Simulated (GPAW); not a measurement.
# AlPt (Pm-3m) in GPAW: single point with GLLB-SC

Aim: the single point of AlPt with GLLB-SC.

Everything below comes from runs of GPAW 26.7.0. Logs are shortened: lines on timing, memory, paths and dates and some standing lists are left out, and cuts for length are marked. The log counts tension as positive stress, the text compression.

## 1. Starting point

The structure is cubic, space group Pm-3m (No. 221). The conventional cell has a = 3.092 Å, b = 3.092 Å, c = 3.092 Å, α = 90.00°, β = 90.00°, γ = 90.00°. Pt (site symmetry m-3m) has 8 Al at 2.68 Å as nearest neighbours. Around Al (site symmetry m-3m) lie 8 Pt at 2.68 Å.

Measurements of this composition are mostly on another form, of space group No. 198.

## 2. Single point, GLLB-SC

Contents of run.py:

```python
from ase.dft.bandgap import bandgap
from ase.io import read, write
from gpaw import GPAW, PW

atoms = read('AlPt.cif')

calc = GPAW(mode=PW(500),
            xc='GLLBSC',
            kpts={'size': (7, 7, 7), 'gamma': True},
            occupations={'name': 'fermi-dirac', 'width': 0.05},
            nbands=20,
            maxiter=120,
            txt='gpaw.txt')
atoms.calc = calc
energy = atoms.get_potential_energy()
calc.write('gs.gpw')
write('result.traj', atoms)
print('Fermi level:', round(calc.get_fermi_level(), 4), 'eV')
print(f'Gap: {bandgap(calc)[0]:.4f} eV, direct: {bandgap(calc, direct=True)[0]:.4f} eV')
```

Contents of AlPt.cif:

```cif
data_AlPt
_cell_length_a 3.09154600
_cell_length_b 3.09154600
_cell_length_c 3.09154600
_cell_angle_alpha 90.00000000
_cell_angle_beta 90.00000000
_cell_angle_gamma 90.00000000
_space_group_name_H-M_alt 'P1'
_space_group_name_Hall 'P 1'
_space_group_IT_number 1
loop_
_space_group_symop_operation_xyz
'x,y,z'
loop_
_atom_site_label
_atom_site_type_symbol
_atom_site_symmetry_multiplicity
_atom_site_Wyckoff_symbol
_atom_site_fract_x
_atom_site_fract_y
_atom_site_fract_z
_atom_site_occupancy
Pt1 Pt 1 a 0.5000000000 0.5000000000 0.5000000000 1
Al1 Al 1 a 0.0000000000 0.0000000000 0.0000000000 1
```

Potentials or basis: the program's PAW data sets (release 1.2.1) made for this functional, pw.

Launch:

```
> OMP_NUM_THREADS=1 python run.py
```

gpaw.txt:

```text
___ ___ ___ _ _ _
 |   |   |_  | | | |
 | | | | | . | | | |
 |__ |  _|___|_____|  26.7.0
 |___|_|

Input parameters:
  kpts: {gamma: True,
         size: (7, 7, 7)}
  maxiter: 120
  mode: {ecut: 500.0,
         name: pw}
  nbands: 20
  occupations: {name: fermi-dirac,
                width: 0.05}
  xc: GLLBSC

System changes: positions, numbers, cell, pbc, initial_charges, initial_magmoms

Initialize ...

species:
  Pt:
    name:    Platinum
    Z:       78.0
    valence: 16
    core:    62
    charge:  0.0  # [|e|]
    compensation charges:
      type: gauss
      rc: 0.41  # [Å]
      lmax: 2
    cutoffs:
      filter: 2.26  # [Å]
      core: 2.26  # [Å]
    projectors
    | kind |    occ | energy [eV] | rcut [Å] |
    |------|--------|-------------|----------|
    |   6s |  1.000 |      -8.677 |    1.307 |
    |   5p |  6.000 |     -58.996 |    1.371 |
    |   6p |  0.000 |      -2.754 |    1.371 |
    |   5d |  9.000 |      -9.406 |    1.307 |
    |    s |        |      18.535 |    1.307 |
    |    d |        |      17.806 |    1.307 |

    Using partial waves for Pt as LCAO basis

  Al:
    name:    Aluminium
    Z:       13.0
    valence: 3
    core:    10
    charge:  0.0  # [|e|]
    compensation charges:
      type: gauss
      rc: 0.34  # [Å]
      lmax: 2
    cutoffs:
      filter: 1.91  # [Å]
      core: 2.36  # [Å]
    projectors
    | kind |    occ | energy [eV] | rcut [Å] |
    |------|--------|-------------|----------|
    |   3s |  2.000 |      -7.950 |    1.085 |
    |   3p |  1.000 |      -3.225 |    1.085 |
    |    s |        |      19.261 |    1.085 |
    |    p |        |      23.986 |    1.085 |
    |    d |        |       0.000 |    1.085 |

    Using partial waves for Al as LCAO basis

Reference energy: -506828.121260  # eV

Spin-paired calculation

Convergence criteria:
 Maximum [total energy] change in last 3 cyles: 0.0005 eV / valence electron
 Maximum integral of absolute [dens]ity change: 0.0001 electrons / valence electron
 Maximum integral of absolute [eigenst]ate change: 4e-08 eV^2 / valence electron
 Maximum number of scf [iter]ations: 120
 (Square brackets indicate name in SCF output, whereas a 'c' in
 the SCF output indicates the quantity has converged.)

Symmetries present (total): 48

  ( 1  0  0)  ( 1  0  0)  ( 1  0  0)  ( 1  0  0)  ( 1  0  0)  ( 1  0  0)
  ( 0  1  0)  ( 0  1  0)  ( 0  0  1)  ( 0  0  1)  ( 0  0 -1)  ( 0  0 -1)
  ( 0  0  1)  ( 0  0 -1)  ( 0  1  0)  ( 0 -1  0)  ( 0  1  0)  ( 0 -1  0)

  ( 1  0  0)  ( 1  0  0)  ( 0  1  0)  ( 0  1  0)  ( 0  1  0)  ( 0  1  0)
  ( 0 -1  0)  ( 0 -1  0)  ( 1  0  0)  ( 1  0  0)  ( 0  0  1)  ( 0  0  1)
  ( 0  0  1)  ( 0  0 -1)  ( 0  0  1)  ( 0  0 -1)  ( 1  0  0)  (-1  0  0)

  ( 0  1  0)  ( 0  1  0)  ( 0  1  0)  ( 0  1  0)  ( 0  0  1)  ( 0  0  1)
  ( 0  0 -1)  ( 0  0 -1)  (-1  0  0)  (-1  0  0)  ( 1  0  0)  ( 1  0  0)
  ( 1  0  0)  (-1  0  0)  ( 0  0  1)  ( 0  0 -1)  ( 0  1  0)  ( 0 -1  0)

  ( 0  0  1)  ( 0  0  1)  ( 0  0  1)  ( 0  0  1)  ( 0  0  1)  ( 0  0  1)
  ( 0  1  0)  ( 0  1  0)  ( 0 -1  0)  ( 0 -1  0)  (-1  0  0)  (-1  0  0)
  ( 1  0  0)  (-1  0  0)  ( 1  0  0)  (-1  0  0)  ( 0  1  0)  ( 0 -1  0)

  ( 0  0 -1)  ( 0  0 -1)  ( 0  0 -1)  ( 0  0 -1)  ( 0  0 -1)  ( 0  0 -1)
  ( 1  0  0)  ( 1  0  0)  ( 0  1  0)  ( 0  1  0)  ( 0 -1  0)  ( 0 -1  0)
  ( 0  1  0)  ( 0 -1  0)  ( 1  0  0)  (-1  0  0)  ( 1  0  0)  (-1  0  0)

  ( 0  0 -1)  ( 0  0 -1)  ( 0 -1  0)  ( 0 -1  0)  ( 0 -1  0)  ( 0 -1  0)
  (-1  0  0)  (-1  0  0)  ( 1  0  0)  ( 1  0  0)  ( 0  0  1)  ( 0  0  1)
  ( 0  1  0)  ( 0 -1  0)  ( 0  0  1)  ( 0  0 -1)  ( 1  0  0)  (-1  0  0)

  ( 0 -1  0)  ( 0 -1  0)  ( 0 -1  0)  ( 0 -1  0)  (-1  0  0)  (-1  0  0)
  ( 0  0 -1)  ( 0  0 -1)  (-1  0  0)  (-1  0  0)  ( 0  1  0)  ( 0  1  0)
  ( 1  0  0)  (-1  0  0)  ( 0  0  1)  ( 0  0 -1)  ( 0  0  1)  ( 0  0 -1)

  (-1  0  0)  (-1  0  0)  (-1  0  0)  (-1  0  0)  (-1  0  0)  (-1  0  0)
  ( 0  0  1)  ( 0  0  1)  ( 0  0 -1)  ( 0  0 -1)  ( 0 -1  0)  ( 0 -1  0)
  ( 0  1  0)  ( 0 -1  0)  ( 0  1  0)  ( 0 -1  0)  ( 0  0  1)  ( 0  0 -1)

343 k-points: 7 x 7 x 7 Monkhorst-Pack grid
20 k-points in the irreducible part of the Brillouin zone
       k-points in crystal coordinates                weights
   0:     0.00000000    0.00000000    0.00000000          1/343
   1:     0.14285714    0.00000000    0.00000000          6/343
   2:     0.14285714    0.14285714    0.00000000         12/343
   3:     0.14285714    0.14285714    0.14285714          8/343
   4:     0.28571429    0.00000000    0.00000000          6/343
   5:     0.28571429    0.14285714    0.00000000         24/343
   6:     0.28571429    0.14285714    0.14285714         24/343
   7:     0.28571429    0.28571429    0.00000000         12/343
   8:     0.28571429    0.28571429    0.14285714         24/343
   9:     0.28571429    0.28571429    0.28571429          8/343
          ...
  19:     0.42857143    0.42857143    0.42857143          8/343

Wave functions: Plane wave expansion
  Cutoff energy: 500.000 eV
  Number of coefficients (min, max): 738, 764
  Pulay-stress correction: 0.000000 eV/Ang^3 (de/decut=0.000000)
  Using FFTW library
  ScaLapack parameters: grid=1x1, blocksize=None
  Wavefunction extrapolation:
    Improved wavefunction reuse through dual PAW basis

Occupation numbers: Fermi-Dirac:
  width: 0.0500  # eV

Eigensolver
   Davidson(niter=2)

Densities:
  Coarse grid: 16*16*16 grid
  Fine grid: 32*32*32 grid
  Total Charge: 0.000000

Density mixing:
  Method: separate
  Backend: msr1
  Linear mixing parameter: 0.05
  old densities: 10
  Width of damping distribution: 1.1
  Damping of long wavelength oscillations: 20

Hamiltonian:
  XC and Coulomb potentials evaluated on a 32*32*32 grid
  Using the GLLBSC Exchange-Correlation functional
  External potential:
    NoExternalPotential

XC parameters: GLLBSC functional being used consists of
  -----------------------------------------------------------------------
  | Weight | Module     | Description                                   |
  -----------------------------------------------------------------------
  |  1.000 | SCREENING  | GGA_X_PBE_SOL with 2 nearest neighbor stencil |
  |  1.000 | RESPONSE   | eps=0.0500 eV                                 |
  |  1.000 | XC         | GGA_C_PBE_SOL with 2 nearest neighbor stencil |
  -----------------------------------------------------------------------

Number of atoms: 2
Number of atomic orbitals: 16
Number of bands in calculation: 20
Number of valence electrons: 19
Bands to converge: occupied

... initialized

Initializing position-dependent things.

Density initialized from atomic densities
Creating initial wave functions:
  16 bands from LCAO basis set
  4 bands from random numbers

   .-------.
  /|       |
 * |       |
 | |  Pt   |
 | .-------.
 |/       /
 Al------*

Atomic positions and initial magnetic moments

Positions:
   0 Pt     1.545773    1.545773    1.545773    ( 0.0000,  0.0000,  0.0000)
   1 Al     0.000000    0.000000    0.000000    ( 0.0000,  0.0000,  0.0000)

Unit cell:
           periodic     x           y           z      points  spacing
  1. axis:    yes    3.091546    0.000000    0.000000    16     0.1932
  2. axis:    yes    0.000000    3.091546    0.000000    16     0.1932
  3. axis:    yes    0.000000    0.000000    3.091546    16     0.1932

  Lengths:   3.091546   3.091546   3.091546
  Angles:   90.000000  90.000000  90.000000

Effective grid spacing dv^(1/3) = 0.1932

iter:   1   -14.428771
iter:   2   -13.926021   -1.35  -1.28
iter:   3   -13.682978   -2.93  -1.42
iter:   4   -13.162062   -2.88  -1.53
iter:   5   -12.973398   -3.13  -1.92
iter:   6   -13.022401   -3.61  -2.41
iter:   7   -13.026637   -5.32  -2.43
iter:   8   -13.026471c  -4.82  -2.48
iter:   9   -13.022530c  -5.89  -2.69
iter:  10   -13.010821   -4.75  -2.76
iter:  11   -13.009338   -5.71  -3.52
iter:  12   -13.008984c  -7.16  -4.40c
iter:  13   -13.009004c  -8.16c -4.65c

Converged after 13 iterations.

Dipole moment: (0.000000, 0.000000, 0.000000) |e|*Ang

Energy contributions relative to reference atoms: (reference = -506828.121260)

Kinetic:        +46.093963
Potential:      -42.835384
External:        +0.000000
XC:             -15.651881
Entropy (-ST):   -0.003635
Local:           -0.613884
SIC:             +0.000000
--------------------------
Free energy:    -13.010822
Extrapolated:   -13.009004

GLLBSC response reference energy: 10.17942 eV (from Fermi level)

Showing only first 2 kpts
 Kpt  Band  Eigenvalues  Occupancy
  0     7      7.03391    2.00000
  0     8      7.03391    2.00000
  0     9     14.31830    0.00000
  0    10     14.31830    0.00000

  1     7      6.73199    2.00000
  1     8      7.06594    2.00000
  1     9     12.47326    0.00000
  1    10     14.94862    0.00000

Fermi level: 10.17925

No gap
No difference between direct/indirect transitions
Writing to gs.gpw (mode='')
```

Wall time 6.2 s (1 thread of Arm Neoverse V1, shared host); peak memory 0.13 GiB.

What came out:

```yaml
Band_gap_on_the_k_mesh_Kohn-Sham_part_alone: none (metal or under the smearing width)
```

Levels at points of the mesh, in eV from the Fermi level:
```csv
k point,band 5,band 6,band 7,band 8,band 9,band 10,band 11,band 12,band 13,band 14
"(0.00, 0.00, 0.00)",-6.00,-6.00,-3.15,-3.15,-3.15,4.14,4.14,4.14,9.34,9.34
```

Caveat: a model potential gives levels but no total energy.
